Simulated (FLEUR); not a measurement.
CdSe:

```
Cd Se
1.0
     0.00000    3.07027    3.07027
     3.07027    0.00000    3.07027
     3.07027    3.07027    0.00000
Cd Se
1 1
Direct
  0.00000 0.00000 0.00000
  0.25000 0.25000 0.25000
```

Measurements of this composition are mostly on another form, of space group No. 186.

Base run:

* Program: FLEUR MaX-R8.1 (later development tree)
* Functional: Xalpha
* Potentials or basis: all-electron
* Basis: FLAPW
* Kmax: 4.58 1/bohr
* k mesh: 8 × 8 × 8
* Occupations: fermi-dirac, width 0.05 eV
* Spin: no spin polarisation

Its results: band gap on the k mesh 0.16 eV, direct.

Question: After a change of settings the same cell gave: band gap on the k mesh 0.68 eV, direct. Which change was it?
A. functional from Xalpha to revPBE
B. functional from Xalpha to PW91
C. functional from Xalpha to WC
D. functional from Xalpha to r2SCAN

Answer: A.

Not every run made on this cell is shown here.
